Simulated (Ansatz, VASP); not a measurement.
**Two plane-wave programs on ZnO**

```
Zn O
1.0
     0.00000    2.13377    2.13377
     2.09664    0.00000    2.13377
     2.09664    2.13377    0.00000
Zn O
1 1
Direct
  0.00000 0.00000 0.00000
  0.50000 0.50000 0.50000
```

Change from the starting cell: uniaxial_x strain -1.7%.

Alike in both runs: task single point; functional r2SCAN; k mesh 10 × 10 × 10; no spin polarisation.

|  | VASP | Ansatz |
| --- | --- | --- |
| version | VASP 6.6.1 | Ansatz 0.2.0 |
| potentials or method | VASP PAW PBE potentials, release 64 (Zn, O) | plane waves, PAW |
| plane-wave cutoff (eV) | 520 | 500 |
| occupations | gaussian, width 0.01 eV | fixed |
| valence electrons in the cell | 18 | 18 |

Ansatz gave:

* gap on the k mesh at the Fermi level (eV): 1.60
* pressure (GPa): 3.6
* largest component of the traceless stress (GPa): 1.43

Question: Estimate VASP's values.

Answer: gap on the k mesh at the Fermi level (eV): 1.58; pressure (GPa): 5.1; largest component of the traceless stress (GPa): 1.51.

Caveats: the PAW data sets were made with another functional, which shifts forces and pressure a little (VASP). A k mesh can miss the band edges.
